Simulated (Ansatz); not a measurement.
# GaN: energy and stress against strain

Aim: for GaN, see how energy and stress answer to the strain pattern (0, 1, 0, 0, 0, 0).

The COD entry's cell or inner coordinates are ideal or old and differ from later refinements, so a difference from it is no clean test against experiment.

Computed with Ansatz 0.2.0 (DFT PBE, scalar-relativistic, plane waves, PAW, unless a step's input says otherwise).

**1. The starting structure**

The structure is hexagonal, space group P6_3mc (No. 186). Conventional cell: a = 3.180 Å, b = 3.180 Å, c = 5.166 Å, α = 90.00°, β = 90.00°, γ = 120.00°. Ga (site symmetry 3m) is surrounded by 4 N at 1.94 to 1.95 Å. N (site symmetry 3m) is surrounded by 4 Ga at 1.94 to 1.95 Å.

Structure file:

```
CELL_PARAMETERS angstrom
3.18000 0.00000 0.00000
-1.59000 2.75396 0.00000
0.00000 0.00000 5.16600
ATOMIC_POSITIONS crystal
Ga 0.33333 0.66667 0.00000
Ga 0.66667 0.33333 0.50000
N 0.33333 0.66667 0.37500
N 0.66667 0.33333 0.87500
```

No relaxation comes first: the listed cell is the starting point.

**2. The undisturbed cell**

input.yaml

```yaml
crystal:
  lattice:
    - [3.1799996605, 0.0, 0.0]
    - [-1.5899998303, 2.75396049, 0.0]
    - [0.0, 0.0, 5.166]
  atoms:
    - { symbol: Ga, position: [0.3333333333, 0.6666666667, 0.0] }
    - { symbol: Ga, position: [0.6666666667, 0.3333333333, 0.5] }
    - { symbol: "N", position: [0.3333333333, 0.6666666667, 0.375] }
    - { symbol: "N", position: [0.6666666667, 0.3333333333, 0.875] }
basis:
  ecutwfc: 420
kpoints:
  mp_grid: { grid: [12, 12, 6] }
hamiltonian:
  xc: pbe
scf:
  occupations: { method: gaussian, width: 0.05 }
output:
  forces: true
  stress: true
  eigenvalues: true
```

On the command line:

```sh
ansatz run input.yaml --threads 1 --pin off --max-ram 1228MiB --backend cpu --events-out ev --progress --plain --runs-dir out
```

**3. Next: energy and stress against strain**

The cell is strained by ε times the Voigt pattern (0, 1, 0, 0, 0, 0) (xx, yy, zz, yz, xz, xy; engineering shear), with fractional coordinates fixed (clamped ions). The stress on the pattern is the sum of the stress components weighted by it, tension positive.

**4. ε = -0.0400**

Changes to input.yaml since step 2:

```diff
@@ -3,3 +3,3 @@
     - [3.1799996605, 0.0, 0.0]
-    - [-1.5899998303, 2.75396049, 0.0]
+    - [-1.5899998303, 2.6438020704, 0.0]
     - [0.0, 0.0, 5.166]
```

**5. At ε = 0.0300**

Changes to input.yaml since step 4:

```diff
@@ -3,3 +3,3 @@
     - [3.1799996605, 0.0, 0.0]
-    - [-1.5899998303, 2.6438020704, 0.0]
+    - [-1.5899998303, 2.8365793047, 0.0]
     - [0.0, 0.0, 5.166]
```

**6. ε = -0.0200**

Changes to input.yaml since step 5:

```diff
@@ -3,3 +3,3 @@
     - [3.1799996605, 0.0, 0.0]
-    - [-1.5899998303, 2.8365793047, 0.0]
+    - [-1.5899998303, 2.6988812802, 0.0]
     - [0.0, 0.0, 5.166]
```

**7. At ε = 0.0100**

Changes to input.yaml since step 6:

```diff
@@ -3,3 +3,3 @@
     - [3.1799996605, 0.0, 0.0]
-    - [-1.5899998303, 2.6988812802, 0.0]
+    - [-1.5899998303, 2.7815000949, 0.0]
     - [0.0, 0.0, 5.166]
```

**8. ε = 0.0400**

Changes to input.yaml since step 7:

```diff
@@ -3,3 +3,3 @@
     - [3.1799996605, 0.0, 0.0]
-    - [-1.5899998303, 2.7815000949, 0.0]
+    - [-1.5899998303, 2.8641189096, 0.0]
     - [0.0, 0.0, 5.166]
```

**9. Point ε = -0.0300**

Changes to input.yaml since step 8:

```diff
@@ -3,3 +3,3 @@
     - [3.1799996605, 0.0, 0.0]
-    - [-1.5899998303, 2.8641189096, 0.0]
+    - [-1.5899998303, 2.6713416753, 0.0]
     - [0.0, 0.0, 5.166]
```

**10. Point ε = 0.0200**

Changes to input.yaml since step 9:

```diff
@@ -3,3 +3,3 @@
     - [3.1799996605, 0.0, 0.0]
-    - [-1.5899998303, 2.6713416753, 0.0]
+    - [-1.5899998303, 2.8090396998, 0.0]
     - [0.0, 0.0, 5.166]
```

**11. At ε = -0.0100**

Changes to input.yaml since step 10:

```diff
@@ -3,3 +3,3 @@
     - [3.1799996605, 0.0, 0.0]
-    - [-1.5899998303, 2.8090396998, 0.0]
+    - [-1.5899998303, 2.7264208851, 0.0]
     - [0.0, 0.0, 5.166]
```

**12. At ε = 0.0350**

Changes to input.yaml since step 11:

```diff
@@ -3,3 +3,3 @@
     - [3.1799996605, 0.0, 0.0]
-    - [-1.5899998303, 2.7264208851, 0.0]
+    - [-1.5899998303, 2.8503491071, 0.0]
     - [0.0, 0.0, 5.166]
```

(Steps that only read results are left out.)

What does the calculation give? Wanted: slope of the stress at ε = 0, over ±0.0100.

As calculated:

| quantity | value |
| --- | --- |
| slope of the stress at ε = 0, over ±0.0100 | 421 GPa |

In words: From the stress slope, C22 is about 421 GPa with the ions clamped; letting the atoms relax could not make it stiffer. The reference stands under 7.3 GPa, so this is no zero-stress constant. The undisturbed cell is not the lowest point: the energy is 3.6 meV/atom lower at ε = 0.0200; the cell was taken as given and not relaxed at this level. Compression costs more than tension: 44.9 against 3.0 meV/atom at the ends. The gap on the mesh stays between 1.64 and 2.07 eV.
